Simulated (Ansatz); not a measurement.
Crystal: Pb.

```
CELL_PARAMETERS angstrom
0.00000 2.47502 2.47502
2.47502 0.00000 2.47502
2.47502 2.47502 0.00000
ATOMIC_POSITIONS crystal
Pb 0.00000 0.00000 0.00000
```

```yaml
Program: Ansatz 0.2.0
Task: relaxation of cell and atoms
Functional: r2SCAN
Dispersion: D3(BJ)+ATM
Potentials_or_basis: all-electron PAW datasets made for the crystal
k_mesh: 9 × 9 × 9
Occupations: methfessel-paxton, width 0.025 eV
Spin: collinear spin, ferromagnetic start
Starting_moments: "[1.0] μB"
Fixed_moment: 1 μB
```

At the start: volume 30.32 Å³/atom.

Problem. Where does the relaxation end?

Solution. Over 3 steps the energy falls by 34.9 meV/atom and the volume is 33.26 Å³/atom (+9.7 %); space group Fm-3m (No. 225, to 0.05 Å).

Step by step:
| step | energy change (eV) | largest force (eV/Å) | volume (Å³) |
| --- | --- | --- | --- |
| 1 | 0.0000 | 0.0000 | 30.32 |
| 2 | -0.0348 | 0.0000 | 33.26 |
| 3 | -0.0349 | 0.0000 | 33.26 |

Final structure:
```
CELL_PARAMETERS angstrom
0.00000 2.55260 2.55260
2.55260 0.00000 2.55260
2.55260 2.55260 0.00000
ATOMIC_POSITIONS crystal
Pb 0.00000 0.00000 0.00000
```

Caveat: the total moment is fixed, so each spin has its own Fermi level.
